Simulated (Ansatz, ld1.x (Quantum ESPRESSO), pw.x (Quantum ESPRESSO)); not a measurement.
## From atom to crystal: TM potential for Mg (Z = 12)

```
Element                 : magnesium (Mg)
Generator               : ld1.x (Quantum ESPRESSO) 7.5
Type                    : norm-conserving Troullier–Martins (Kleinman–Bylander form)
Functional              : PBE
Relativity              : scalar-relativistic
Frozen core             : [Ne]
Valence charge          : 2
Reference configuration : 3s2 3p0
Partial waves           : 3s (bound): rc 2.45 bohr; 3p (bound, empty): rc 2.50 bohr; 3d channel at 0.05 Ry: rc 1.95 bohr
Local potential         : the d channel
Core correction         : none
```

Atomic tests: cutoffs needed: 6 Ry and 15 Ry (the cutoffs (Ry, on a coarse ladder) from which the occupation-weighted sum of valence levels, in a spherical-Bessel basis at the reference potential, stays within 10 and 1 mRy of its value at 400 Ry); ghost test: no extra level below or beside the all-electron valence levels (s, p, d, f tested) (spherical-Bessel basis up to 400 Ry, 20 bohr box); largest excitation error: +112 meV (all-electron minus pseudo) for 3s0 3p1, out of 5 test configurations.

Crystal test: bcc Mg in pw.x 7.5, no spin, 13³ k-points, Fermi–Dirac smearing 0.01 Ry, cutoffs 35/140 Ry. The reference is all-electron LAPW (Ansatz 0.2.0) with the same functional, mesh and smearing; V0 and B0 come from Birch–Murnaghan fits to the pressures at five volumes. Errors are pseudo minus all-electron; Δ is the rms difference of the E(V) curves that follow from these fits, minima aligned, over ±6 % about the mean V0. Mesh and smearing are coarse, so the numbers serve the comparison and aren't converged zero-temperature values; the lattice is a test structure that the element need not adopt.

All-electron: a0 = 3.583 Å (V0 = 22.99 Å³/atom), B0 = 34.7 GPa.

Task: How far does the potential miss the all-electron equation of state?

Result: mean pressure error (GPa): +0.44; a0 (Å): 3.598; a0 error (%): +0.43; B0 error (%): -3.3; Δ (meV/atom): 2.2.

| V (Å³/atom) | P all-electron (GPa) | P pseudo (GPa) |
| --- | --- | --- |
| 21.727 | 2.20 | 2.67 |
| 22.298 | 1.13 | 1.58 |
| 22.870 | 0.19 | 0.63 |
| 23.442 | -0.65 | -0.22 |
| 24.014 | -1.38 | -0.97 |

Task: At the middle volume, how do free energy and pressure move when the wave cutoff is lowered (ecutrho kept at four times it)?

Result:

```csv
cutoff (Ry),shift of F (meV/atom),shift of P (GPa)
16,+5.9,-0.05
21,+1.3,-0.03
28,+0.3,+0.00
```

The run at the middle volume (84 k-points, 9 iterations) took about 9 s on one core of a shared host (Intel(R) Xeon(R) Processor @ 2.60GHz, 24 threads, 32 GiB, load 12).
